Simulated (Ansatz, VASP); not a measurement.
# CaSe in VASP and in Ansatz

Contents of INCAR:

```
PREC     = Accurate       # precision mode
ENCUT    = 520            # plane-wave cutoff, eV
EDIFF    = 1E-6           # SCF threshold, eV
ISMEAR   = 0              # smearing method
SIGMA    = 0.05           # smearing width, eV
LREAL    = F              # projectors in reciprocal space
LASPH    = T              # aspherical terms in the spheres
NELM     = 60             # most SCF steps
ALGO     = Normal         # electronic algorithm
ISIF     = 2              # what is computed and relaxed
LWAVE    = F              # write WAVECAR
LCHARG   = F              # write CHGCAR
GGA      = PE             # functional
NBANDS   = 15             # bands
```

File KPOINTS:

```
Automatic mesh
0
Gamma
  8 8 8
```

POSCAR

```
CaSe
1.0
    0.0000000000      2.8821000000      2.9560000000
    2.9560000000      0.0000000000      2.9560000000
    2.9560000000      2.8821000000      0.0000000000
Ca Se
1 1
Direct
    0.0000000000      0.0000000000      0.0000000000
    0.5000000000      0.5000000000      0.5000000000
```

Input for Ansatz:

```yaml
crystal:
  lattice:
    - [0.0, 2.8821, 2.956]
    - [2.956, 0.0, 2.956]
    - [2.956, 2.8821, 0.0]
  atoms:
    - { symbol: Ca, position: [0.0, 0.0, 0.0] }
    - { symbol: Se, position: [0.5, 0.5, 0.5] }
basis:
  ecutwfc: 420
kpoints:
  mp_grid: { grid: [8, 8, 8] }
hamiltonian:
  xc: pbe
scf:
  occupations: { method: gaussian, width: 0.05 }
output:
  forces: true
  stress: true
  eigenvalues: true
```

Change from the starting cell: strain -0.0250 x Voigt [0, 1, 0, 0, 0, 0], atoms carried along.

Alike in both runs: task single point; functional PBE; k mesh 8 × 8 × 8; occupations gaussian, width 0.05 eV; no spin polarisation.

|  | VASP | Ansatz |
| --- | --- | --- |
| version | VASP 6.6.1 | Ansatz 0.2.0 |
| potentials or method | VASP PAW PBE potentials, release 64 (Ca_sv, Se) | scalar-relativistic, plane waves, PAW |
| plane-wave cutoff (eV) | 520 | 420 |
| valence electrons in the cell | 16 | 26 |

|  | VASP | Ansatz | Ansatz less VASP |
| --- | --- | --- | --- |
| gap on the k mesh at the Fermi level (eV) | 1.93 | 1.95 | +0.011 |
| least direct gap on the mesh (eV) | 2.87 | 2.87 | +0.009 |
| pressure (GPa) | 2.9 | 2.7 | -0.20 |
| largest component of the traceless stress (GPa) | 1.94 | 1.91 | -0.030 |

The two sets of potentials don't hold the same shells in valence.

A k mesh can miss the band edges.
